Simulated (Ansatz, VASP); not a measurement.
# Cross-check of In2Ni3S2 between VASP and Ansatz, part 2 of 2

One calculation is typed for both programs; each brings its own data sets and cutoff. How far apart do they land?

VASP 6.6.1 and Ansatz 0.2.0.

So far: Starting point; VASP: relaxation of cell and atoms, r2SCAN with rVV10.

### Step 2. VASP: relaxation of cell and atoms, r2SCAN with rVV10 (continued)

Level of this step: r2SCAN with rVV10, spin-polarised from a ferromagnetic start; plane waves and PAW (In_d, Ni, S) (VASP).

Numbers of over 12 decimals in the logs are rounded to 6 here.

From OUTCAR (step 2):

```text
ion  position               nearest neighbor table
   1  0.500  0.500  0.500-   5 2.69   5 2.69   3 2.69   3 2.69   4 2.69   4 2.69   6 3.01   7 3.01
                             2 3.83   2 3.83   2 3.83   2 3.83   2 3.83   2 3.83
   2  0.000  0.000  0.000-   3 2.73   4 2.73   4 2.73   3 2.73   5 2.73   5 2.73   6 3.20   7 3.20
                             6 3.20   7 3.20   6 3.20   7 3.20   1 3.83   1 3.83   1 3.83   1 3.83
   3  0.500  0.000  0.000-   6 2.15   7 2.15   4 2.69   4 2.69   1 2.69   1 2.69   5 2.69   5 2.69
                             2 2.73   2 2.73
   4  0.000  0.500  0.000-   6 2.15   7 2.15   3 2.69   3 2.69   1 2.69   5 2.69   1 2.69   5 2.69
                             2 2.73   2 2.73
   5  0.000  0.000  0.500-   6 2.15   7 2.15   1 2.69   1 2.69   3 2.69   4 2.69   4 2.69   3 2.69
                             2 2.73   2 2.73
   6  0.723  0.723  0.723-   5 2.15   4 2.15   3 2.15   1 3.01   2 3.20   2 3.20   2 3.20
   7  0.277  0.277  0.277-   5 2.15   4 2.15   3 2.15   1 3.01   2 3.20   2 3.20   2 3.20

  LATTYP: Found a trigonal (rhomboedric) cell.
 ALAT       =     5.4622500866
 COS(alpha) =     0.5153619991

 Subroutine GETGRP returns: Found 12 space group operations
 (whereof 12 operations were pure point group operations)

The static configuration has the point symmetry D_3d.

 Found     32 irreducible k-points:

   k-points           NKPTS =     32   k-points in BZ     NKDIM =     32   number of bands    NBANDS=     47

   dimension x,y,z NGX =    42 NGY =   42 NGZ =   42
   dimension x,y,z NGXF=    84 NGYF=   84 NGZF=   84

   ENCUT  =  520.0 eV  38.22 Ry    6.18 a.u.  10.16 10.16 10.16*2*pi/ulx,y,z

   NELECT =      68.0000    total number of electrons

 k-points in reciprocal lattice and weights: Automatic mesh
   0.00000000  0.00000000  0.00000000       0.005
   0.16666667  0.00000000  0.00000000       0.028
   0.33333333  0.00000000  0.00000000       0.028
   0.50000000  0.00000000  0.00000000       0.014
   0.16666667  0.16666667  0.00000000       0.028
   0.33333333  0.16666667  0.00000000       0.056
   0.50000000  0.16666667  0.00000000       0.056
  -0.33333333  0.16666667 -0.00000000       0.056
  -0.16666667  0.16666667  0.00000000       0.028
[...]
-0.33333333  0.50000000  0.33333333       0.028
   0.50000000  0.50000000  0.50000000       0.005

 average (electrostatic) potential at core
       1 -98.1517       2 -98.2760       3 -88.0954       4 -88.0954       5 -88.0954
       6 -86.7963       7 -86.7963

 E-fermi :   8.6632

 spin component 1
 k-point     1 :       0.0000    0.0000    0.0000
  band No.  band energies     occupation
    ...
     32       7.2646      1.00000
     33       7.2646      1.00000
     34       7.8840      1.00000
     35       8.2978      0.99933
     36       8.2978      0.99933
     37       9.3342      0.00000
     38       9.3555      0.00000
     39      12.7637      0.00000
     40      12.7637      0.00000
     41      13.9240      0.00000
    ...

 k-point     2 :       0.1667    0.0000    0.0000
  band No.  band energies     occupation
    ...
     32       7.3569      1.00000
     33       7.5767      1.00000
     34       8.1062      0.99999
     35       8.6086      0.74880
     36       8.6360      0.63273
     37       9.6095      0.00000
     38      10.2747      0.00000
     39      12.7215      0.00000
     40      12.9662      0.00000
     41      13.2376      0.00000
    ...

 k-point     3 :       0.3333    0.0000    0.0000
  band No.  band energies     occupation
    ...
     30       6.9462      1.00000
     31       7.1836      1.00000
     32       7.2678      1.00000
     33       8.1324      0.99998
     34       8.3131      0.99909
     35       8.9123      0.00681
     36       9.6771      0.00000
     37      10.0128      0.00000
     38      11.9880      0.00000
     39      12.3616      0.00000
    ...

 k-point     4 :       0.5000    0.0000    0.0000
  band No.  band energies     occupation
    ...
     30       7.0182      1.00000
     31       7.2044      1.00000
     32       7.2439      1.00000
     33       8.3846      0.99621
     34       8.3971      0.99514
     35       9.5855      0.00000
     36       9.6594      0.00000
     37      10.6342      0.00000
     38      11.6427      0.00000
     39      11.9585      0.00000
    ...

 k-point     5 :       0.1667    0.1667    0.0000
  band No.  band energies     occupation
    ...
     30       7.0558      1.00000
     31       7.1911      1.00000
     32       7.3265      1.00000
     33       7.4782      1.00000
     34       7.9587      1.00000
     35       8.7735      0.09925
     36       9.1142      0.00012
     37       9.7448      0.00000
     38      10.3384      0.00000
     39      12.3760      0.00000
    ...

 k-point     6 :       0.3333    0.1667    0.0000
  band No.  band energies     occupation
    ...
     30       7.0921      1.00000
     31       7.1584      1.00000
     32       7.4095      1.00000
     33       7.6359      1.00000
     34       8.2036      0.99990
     35       9.0562      0.00039
     36       9.8674      0.00000
     37      10.2968      0.00000
     38      11.5227      0.00000
     39      11.8927      0.00000
    ...

  Total        0.0299128      0.0299128     -0.0543920      0.0000000      0.0000000      0.0000000
  in kB        0.4319441      0.4319441     -0.7854269      0.0000000      0.0000000      0.0000000
  external PRESSURE =       0.0261538 kB  Pullay stress =       0.0000000 kB

  energy-cutoff  :      520.00
  volume of cell :      110.95
      direct lattice vectors                 reciprocal lattice vectors
     2.674108925  1.543897508  4.479105391     0.186978173  0.107951898  0.074419623
    -2.674108925  1.543897508  4.479105391    -0.186978173  0.107951898  0.074419623
     0.000000000 -3.087795015  4.479105391     0.000000000 -0.215903797  0.074419623

 POSITION                                       TOTAL-FORCE (eV/Angst)
 -----------------------------------------------------------------------------------
      0.00000     -0.00000      6.71866        -0.000000     -0.000000      0.000000
      0.00000     -0.00000      0.00000         0.000000     -0.000000      0.000000
      1.33705      0.77195      2.23955        -0.000000     -0.000000      0.000000
     -1.33705      0.77195      2.23955         0.000000     -0.000000      0.000000
      0.00000     -1.54390      2.23955         0.000000     -0.000000      0.000000
      0.00000     -0.00000      9.70292         0.000000     -0.000000      0.004374
      0.00000     -0.00000      3.73440         0.000000      0.000000     -0.004374
 -----------------------------------------------------------------------------------
    total drift:                               -0.000000      0.000000     -0.000000

  FREE ENERGIE OF THE ION-ELECTRON SYSTEM (eV)
  ---------------------------------------------------
  free  energy   TOTEN  =       -98.8249661978 eV

  energy  without entropy=      -98.7960256244  energy(sigma->0) =      -98.81049591

 reached required accuracy - stopping structural energy minimisation

 total charge
# of ion       s       p       d       tot
------------------------------------------
    1        0.918   0.638   9.888  11.443
    2        0.895   0.599   9.886  11.381
    3        0.458   0.572   8.486   9.515
    4        0.458   0.572   8.486   9.515
    5        0.458   0.572   8.486   9.515
    6        1.331   2.378   0.000   3.709
    7        1.331   2.378   0.000   3.709
--------------------------------------------------
tot          5.849   7.709  45.231  58.789

 magnetization (x)
# of ion       s       p       d       tot
------------------------------------------
    1        0.000  -0.000  -0.000   0.000
    2        0.000  -0.000  -0.000   0.000
    3        0.000  -0.000   0.000   0.000
    4        0.000  -0.000   0.000   0.000
    5        0.000  -0.000   0.000   0.000
    6        0.000   0.000   0.000   0.000
    7        0.000   0.000   0.000   0.000
--------------------------------------------------
tot          0.000   0.000   0.000   0.000

[... 6 further parts left out ...]
```

### Step 3. Ansatz: relaxation of cell and atoms, r2SCAN with rVV10

Ansatz runs on its default PAW (the set named soft_2) files.

The same cell, functional, mesh and smearing now go to Ansatz, which takes its cutoff from its data sets.

input.yaml reads:

```yaml
crystal:
  lattice:
    - [2.6888421947, 1.5524037649, 4.4940345138]
    - [-2.6888421947, 1.5524037649, 4.4940345138]
    - [0.0, -3.1048075299, 4.4940345138]
  atoms:
    - { symbol: In, position: [0.5, 0.5, 0.5] }
    - { symbol: In, position: [0.0, 0.0, 0.0] }
    - { symbol: Ni, position: [0.5, 0.0, 0.0], spin: 1.0 }
    - { symbol: Ni, position: [0.0, 0.5, 0.0], spin: 1.0 }
    - { symbol: Ni, position: [0.0, 0.0, 0.5], spin: 1.0 }
    - { symbol: S, position: [0.72308081, 0.72308081, 0.72308081] }
    - { symbol: S, position: [0.27691919, 0.27691919, 0.27691919] }
hamiltonian:
  xc: r2scan
  pseudopotentials: { kind: paw }
  dispersion: rvv10
magnetization:
  spin_polarized: true
kpoints:
  mp_grid: { grid: [6, 6, 6] }
scf:
  occupations: { method: fermi_dirac, width: 0.05 }
relax:
  f_tol: 0.01
  max_steps: 60
  cell: { stress_tol: 0.05 }
output:
  forces: true
  stress: true
  write_density: true
  write_potential: true
  elf: true
  volumetric_format: npy
```

Run with:

```bash
$ ansatz run input.yaml --threads 4 --pin off --max-ram 9216MiB --backend cpu --events-out ev --progress --plain --runs-dir out
```

What it wrote:

```text
Engine: ansatz 0.2.0, aarch64-unknown-linux-gnu
Pseudopotentials: kind: paw
Pseudopotential: In, paw, valence charge 13, recommended cutoff 500 eV (meta_gga), In.paw.azcp
Pseudopotential: Ni, paw, valence charge 18, recommended cutoff 500 eV (meta_gga), Ni.paw.azcp
Pseudopotential: S, paw, valence charge 6, recommended cutoff 500 eV (meta_gga), S.paw.azcp
Functional definition: r2SCAN+rVV10
  parameter k0 = 0.174
  parameter k1 = 0.065
  parameter a1 = 4.9479
  exchange = r2scan_x(k0 = k0, k1 = k1, a1 = a1)
  correlation = r2scan_c + rvv10(11.95, 0.0093)
Crystal: 7 atoms, lattice volume = 112.553 Å³
Basis set: ecut = 500 eV, 2801 PW (Γ), exchange–correlation on 180×180×180 points (64 copies of the dense FFT grid, shifted against one another)
Bands: 57, of which v1, the nominal top of the filled ones, is band 46 counted from 1 (45 counted from 0)
Symmetry: 12 space group operations
Space group: R-3m (ITA 166), of the structure as read, at distance tolerance 4.8e-5 Å
Magnetic group: BNS 166.97 (UNI 1327), of the structure as read, at distance tolerance 4.8e-5 Å
k-points: 32 of 216
Non-local potential: In, projectors of the file, l = 0: 2, l = 1: 2, l = 2: 2, l = 3: 2
Non-local potential: Ni, projectors of the file, l = 0: 3, l = 1: 2, l = 2: 3, l = 3: 1
Non-local potential: S, projectors of the file, l = 0: 2, l = 1: 2, l = 2: 2
PAW form: soft (Blöchl's): semilocal exchange-correlation on the pseudo side does not see the compensation charge
rVV10 density: all electrons in the spheres
PAW frozen core: In, regenerated for the run's functional (the file was generated under x = pbe(κ = 0.804, μ = 0.219515), c = pbe(β = 0.066725))
PAW frozen core: Ni, regenerated for the run's functional (the file was generated under x = pbe(κ = 0.804, μ = 0.219515), c = pbe(β = 0.066725))
PAW frozen core: S, regenerated for the run's functional (the file was generated under x = pbe(κ = 0.804, μ = 0.219515), c = pbe(β = 0.066725))
PAW one-centre angular grid: In, 590 points (default); XC on 289 of its mesh's 2783 points in the sphere
PAW one-centre angular grid: Ni, 590 points (default); XC on 160 Gauss nodes
PAW one-centre angular grid: S, 302 points (default); XC on 160 Gauss nodes
Initial density: superposition of atomic densities (chi_scale 0.1, normalization cell, long waves kept (reshape's long-wave potential 0.01 eV rms))
Starting moments: Σ|m| = 3 μB on 3 of 7 sites
Initial wavefunctions: pseudopotential atomic-orbital guess
Functional: x = r2scan, c = r2scan + rvv10(b = 11.95, C = 0.0093); τ floored in thin density (d = 2e-4 eV/Å³)
SCF iter   1: F=—  HF=-30559.536070 eV  |F-HF|=—  |Δ(HF+E_count)|=         —  Δρ=8.30e-2 (↑3.45e-2 ↓8.30e-2)  dr2=1.59e1  dr2_τ=5.55e-2  dr2_m=7.60e-1  M=1.441 μB ∫|m|=1.963 μB  β_m=0.58  ethr=3.10e-3  ⟨swp⟩=6.5  Hψ=14097  notcnv=0  defer=26
Mixer restart at iter 1: flushing history
preconditioner: auto → Kerker (q_TF=auto, 2.638 Å⁻¹)  [metal: Δε(μ)=0.046 eV  Ē_g=11.652 eV  σ=0.050 eV  W_gap=0.22  n_scr=26 (ndim 8)  ℏωp=28.9 eV  f_vac=0.000  D(μ)=2.64/eV (n_scr^D=14)]
spin=Collinear: Kerker preconditioning applied to the charge; magnetization (m = ρ↑ − ρ↓) channel mixes plain (no charge-response kernel on spin).
SCF iter   2: F=—  HF=-30563.901138 eV  |F-HF|=—  |Δ(HF+E_count)|=    4.37e0  Δρ=3.91e-2 (↑1.91e-2 ↓3.91e-2)  dr2=5.77e0  dr2_τ=1.22e-2  dr2_m=2.01e-1  M=1.374 μB ∫|m|=1.927 μB  β_m=1.00  ethr=3.10e-3  ⟨swp⟩=3.0  Hψ=6499  notcnv=0  defer=185  κ⁻¹=1.0e0(r=1)
SCF iter   3: F=—  HF=-30566.352175 eV  |F-HF|=—  |Δ(HF+E_count)|=    2.45e0  Δρ=2.33e-2 (↑1.33e-2 ↓2.33e-2)  dr2=3.26e0  dr2_τ=2.97e-3  dr2_m=6.70e-2  M=1.016 μB ∫|m|=1.660 μB  β_m=0.30  ethr=3.10e-3  ⟨swp⟩=2.6  Hψ=5060  notcnv=0  defer=183  κ⁻¹=4.3e-2(r=2)
SCF iter   4: F=—  HF=-30565.547380 eV  |F-HF|=—  |Δ(HF+E_count)|=   8.05e-1  Δρ=2.14e-2 (↑1.31e-2 ↓2.14e-2)  dr2=5.90e-1  dr2_τ=3.70e-3  dr2_m=8.22e-2  M=0.561 μB ∫|m|=1.241 μB  β_m=0.30  ethr=3.10e-3  ⟨swp⟩=3.0  Hψ=6089  notcnv=0  defer=191  κ⁻¹=5.2e-3(r=3)
SCF iter   5: F=—  HF=-30566.152890 eV  |F-HF|=—  |Δ(HF+E_count)|=   6.06e-1  Δρ=1.04e-2 (↑8.25e-3 ↓1.04e-2)  dr2=1.56e-1  dr2_τ=2.19e-3  dr2_m=1.96e-2  M=0.471 μB ∫|m|=0.938 μB  β_m=1.00  ethr=6.42e-4  ⟨swp⟩=3.1  Hψ=8022  notcnv=0  defer=187  κ⁻¹=3.1e-3(r=4)
SCF iter   6: F=—  HF=-30566.745111 eV  |F-HF|=—  |Δ(HF+E_count)|=         —  Δρ=8.24e-3 (↑8.24e-3 ↓5.27e-3)  dr2=1.63e-1  dr2_τ=2.90e-4  dr2_m=3.25e-3  M=0.488 μB ∫|m|=0.747 μB  β_m=1.00  ethr=1.70e-4  ⟨swp⟩=2.9  Hψ=6538  notcnv=0  defer=187
Mixer restart at iter 6: flushing history
SCF iter   7: F=—  HF=-30566.790286 eV  |F-HF|=—  |Δ(HF+E_count)|=   4.52e-2  Δρ=5.63e-3 (↑5.63e-3 ↓3.89e-3)  dr2=8.94e-2  dr2_τ=4.04e-4  dr2_m=1.20e-3  M=0.465 μB ∫|m|=0.682 μB  β_m=1.00  ethr=1.70e-4  ⟨swp⟩=2.0  Hψ=4314  notcnv=0  defer=191  κ⁻¹=1.0e0(r=1)
SCF iter   8: F=—  HF=-30566.826721 eV  |F-HF|=—  |Δ(HF+E_count)|=   3.64e-2  Δρ=1.25e-3 (↑1.22e-3 ↓1.25e-3)  dr2=5.70e-3  dr2_τ=2.15e-5  dr2_m=1.12e-4  M=0.392 μB ∫|m|=0.528 μB  β_m=1.00  ethr=9.72e-5  ⟨swp⟩=2.0  Hψ=5591  notcnv=0  defer=192  κ⁻¹=6.4e-3(r=2)
[...]
relax step   3: F+E_penalty+E_count = -30566.85041627 eV  Δ(F+E_penalty+E_count) = -2.342e-3 eV  max|allowed force component| = 1.798e-3 eV/Å  Δτ_max = 0.0110 Å  P = -0.073 GPa  Ω = 110.669 Å³  energy of the carried Pulay correction = +1.024e-3 eV  (11 SCF iters, dr2 threshold 7.00e-7 eV, accepted)
relax step   4: F+E_penalty+E_count = -30566.85034857 eV  Δ(F+E_penalty+E_count) = +6.770e-5 eV  max|allowed force component| = 4.959e-2 eV/Å  Δτ_max = 0.0023 Å  P = -0.180 GPa  Ω = 110.673 Å³  energy of the carried Pulay correction = +1.022e-3 eV  (9 SCF iters, dr2 threshold 4.44e-8 eV, rejected (line search))
relax step   5: F+E_penalty+E_count = -30566.85052800 eV  Δ(F+E_penalty+E_count) = -1.117e-4 eV  max|allowed force component| = 7.761e-4 eV/Å  Δτ_max = 0.0001 Å  P = -0.021 GPa  Ω = 110.609 Å³  energy of the carried Pulay correction = +1.057e-3 eV  (15 SCF iters, accepted)
relax step   6: F+E_penalty+E_count = -30566.84955624 eV  Δ(F+E_penalty+E_count) = +9.718e-4 eV  max|allowed force component| = 7.019e-4 eV/Å  Δτ_max = 0.0000 Å  P = -0.030 GPa  Ω = 110.609 Å³  stress off target by 5.93e-2 GPa  SCF on the basis re-selected at this cell (its energy is not comparable with the rows above)  (15 SCF iters)
relax step   7: F+E_penalty+E_count = -30566.84959310 eV  Δ(F+E_penalty+E_count) = -3.686e-5 eV  max|allowed force component| = 4.109e-5 eV/Å  Δτ_max = 0.0000 Å  P = +0.000 GPa  Ω = 110.573 Å³  energy of the carried Pulay correction = +1.643e-5 eV  (9 SCF iters, dr2 threshold 8.80e-9 eV, accepted)
relax step   8: F+E_penalty+E_count = -30566.84956873 eV  Δ(F+E_penalty+E_count) = +2.437e-5 eV  max|allowed force component| = 2.446e-5 eV/Å  Δτ_max = 0.0000 Å  P = +0.000 GPa  Ω = 110.573 Å³  stress off target by 5.34e-4 GPa  SCF on the basis re-selected at this cell (its energy is not comparable with the rows above)  (18 SCF iters)
basis re-selected at this cell: Δ(F+E_penalty+E_count) = +2.437e-5 eV, ΔP = -0.000 GPa vs the last step (what re-selecting the basis moved, of the pressure what is left beyond the Pulay correction that the steps carried, after the strain that the cell walked since its last selection, with what the two solves' SCF thresholds leave and, on support functions, any second-order correction that the steps lacked; it is no m [...]
SCF converged after 18 iterations
Stability not checked: this state was not tested for a lower state beside it, because the mixer in use, unlike msr1, does not test its closes by its own steps (another_mixer; see scf.mixing.algorithm and scf.lower_state_search)
Magnetization: 0.0000 μB (46.0000 up, 46.0000 down)
Absolute magnetization: 0.0000 μB (∫|ρ↑−ρ↓|, with the PAW one-centre terms)
Spin contamination: 0.0000 ħ² per cell (⟨S²⟩ above its minimum at these occupations)
Per-site moments (μB) at R_I (Å): [(1.2491972031058133e-7, 1.102198), (2.3764163900692957e-8, 1.120372), (2.241778410572073e-6, 0.885932), (2.241778410339381e-6, 0.885932), (2.2417784106342834e-6, 0.885932), (2.6429177175094364e-7, 0.885932), (2.642917717757517e-7, 0.885932)]
Free energy (F): -30566.849569 eV
Harris-Foulkes:  -30566.849569 eV  (|F-HF|=5.09e-11)
Internal energy: -30566.820959 eV  (E = F + TS)
E sigma→0 (E₀):  -30566.835264 eV
Entropy (-TS):   -0.028609 eV (-4.087 meV/atom)
Fermi energy:    13.033328 eV
--- Per-component energies (eV) ---
  E_band       = -1141.178022
  E_kinetic    = 1557.272309
  E_local      = -16721.678353  (includes V_loc(G=0)·N_el)
  E_nonlocal   = 2722.509067
  E_hartree    = 7170.638891
  E_xc         = -816.732673
  E_vxc        = -755.116717  (∫ρ·V_xc dr)
  E_paw        = -14529.740952  (= ΣΔE_a)
  E_vpaw       = -2335.102402  (= ΣTr[D̂ρ^β])
  E_aug_tail   = 0.000602  (compensation charges beyond the density's cutoff)
  E_vtau       = 49.660818  (kinetic-family band-sum trace: ∫τ·v_τ [+ j·A + Jᵃ·Aᵃ] dr)
  E_ewald      = -9949.901203
  E_core_change = 0.811352  (= ΣΔE_core)
  E_smearing   = -0.028609  (= −TS)
  E_closure    = 0.000000  (closes the sum)
  Σ components = -30566.849569   (vs F -30566.849569, Δ=0.00e0)
--- Forces (eV/Å), atoms counted from 1 ---
  atom   1  In     0.00000000     0.00000000    -0.00000000
  atom   2  In     0.00000000    -0.00000000     0.00000000
  atom   3  Ni     0.00000000     0.00000000     0.00000000
  atom   4  Ni     0.00000000    -0.00000000     0.00000000
  atom   5  Ni     0.00000000    -0.00000000     0.00000000
  atom   6  S      0.00000000    -0.00000000     0.00002446
  atom   7  S     -0.00000000     0.00000000    -0.00002446
  max |Σ_I F_I| component: 1.39e-17 eV/Å
--- Stress (GPa, compression-positive) ---
        0.000093       0.000000      -0.000000
        0.000000       0.000093      -0.000000
       -0.000000      -0.000000       0.000534
  P = ⅓ Tr σ = 0.0002 GPa (0.002 kbar)
--- Band table (eV; the first three rows and the last of 64) ---
  k-point 0 ↑: bands = [... 42 lower, 11.3084, 11.6175, 11.6175, 12.2467, 12.6711, 12.6711, 13.7222, 13.7412, ... 7 higher]
  k-point 1 ↑: bands = [... 42 lower, 11.4087, 11.7082, 11.9255, 12.4693, 12.9802, 13.0012, 13.9997, 14.6437, ... 7 higher]
  k-point 2 ↑: bands = [... 42 lower, 11.5418, 11.6201, 12.4889, 12.6821, 13.2814, 14.0338, 14.3934, 16.3545, ... 7 higher]
  k-point 31 ↓: bands = [... 42 lower, 11.5869, 12.2453, 12.8830, 12.8830, 13.4419, 13.4419, 15.3301, 17.1507, ... 7 higher]
--- Relaxed structure (6 steps of the walk, 5 accepted, 2 SCFs on fresh bases) ---
  F+E_penalty+E_count = -30566.84956873 eV   max|allowed force component| = 2.446e-5 eV/Å   (the final SCF, on the basis selected at the relaxed cell)
  cell:  # Å, volume = 110.5733 Å³
    - [2.671995, 1.542677, 4.470834]
    - [-2.671995, 1.542677, 4.470834]
    - [0, -3.085354, 4.470834]
  atoms:
    - { symbol: In, position: [0.500000, 0.500000, 0.5] }
    - { symbol: In, position: [0, 0, 0] }
    - { symbol: Ni, position: [0.5, 5.551115123125783e-17, 0.0] }
    - { symbol: Ni, position: [5.551115123125783e-17, 0.5, 0.0] }
    - { symbol: Ni, position: [0.0, 0.0, 0.5] }
    - { symbol: S, position: [0.721925, 0.721925, 0.721925] }
    - { symbol: S, position: [0.278075, 0.278075, 0.278075] }
```

The job ended after 3.6 min (4 threads of Arm Neoverse V2, shared host; peak memory 1.2 GiB; 14 min of CPU time).

### Step 4. Side by side

Known differences besides the potentials themselves: VASP keeps PBE cores, Ansatz makes them for the functional; both relaxations stop at a tolerance, which leaves soft axes loose, and VASP keeps its plane-wave basis; the data sets hold 92 valence electrons in Ansatz (default PAW (the set named soft_2) files) and 68 in VASP; the cutoff is 500 eV in Ansatz and 520 eV in VASP; Ansatz adds a Pulay correction to the stress that steers its cell, VASP none. Total energies have different zeros and are not compared.

Compared:

```csv
quantity,Ansatz,VASP,difference
volume (Å³),110.57,110.95,-0.34 %
"edge a after relaxation, in the typed setting (Å)",5.432,5.440,-0.15 %
```

The walks stopped with 0.00 GPa left in Ansatz and 0.00 GPa in VASP; each walk ends within a tolerance, so the volume difference is uncertain by about these residues over the bulk modulus, most in soft cells.

### Step 5. Outcome

```yaml
difference_in_volume_relaxation_of_cell_and_atoms_r2scan_with_rvv10: -0.34 %
```

What this shows: The difference in volume is -0.34 % (relaxation of cell and atoms, r2SCAN with rVV10), within the 1.2 % picked in this series as the mark of a large difference, as far as the stopping tolerances let one tell. How closely two codes agree says nothing of how well the functional describes the real material.

[Lines on the potential files, build, host, timing and source positions are cut from VASP's logs without a mark.]

[Logs are printed without paths, hosts, clocks, repeated set-up lines and the standing remarks that a program may print on its own settings, such as how far it seeks lower states.]

[Hosts, paths, dates, database ids (printed as entryN), source tags and the programs' standing remarks are cut or masked in the printed files.]
